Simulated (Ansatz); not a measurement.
Start from NaBr in the rock salt structure (space group Fm-3m, No. 225; a = 6.036 Å). Axes: x, y, z lie along the cube axes.

Calculations: Ansatz (a quantum-chemistry and plane-wave program), PBE, PAW, cutoff 420 eV, no spin-orbit coupling.

For the base:

| Item | Result |
|---|---|
| Band gap | 4.07 eV |
| Valence-band top at Γ | 0.00, 0.00, 0.00 eV |

Perturbation: uniaxial strain ε_xx = +1.05 %, all other strain components held at zero; the atoms relax in the strained cell.

Q: Predict the new band gap, valence-band top at Γ and hole mass.

A: The band gap falls by 0.04 eV, from 4.07 eV to 4.03 eV; the valence-band top at Γ (three highest levels, from the VBM) becomes 0.00, -0.01, -0.01 eV (base: 0.00, 0.00, 0.00 eV); the hole mass is 0.50 mₑ along x, 2.4 mₑ across (at Γ).

Masses are band curvatures over ±0.01 Å⁻¹ around the edge. Stability against distortions was not tested.
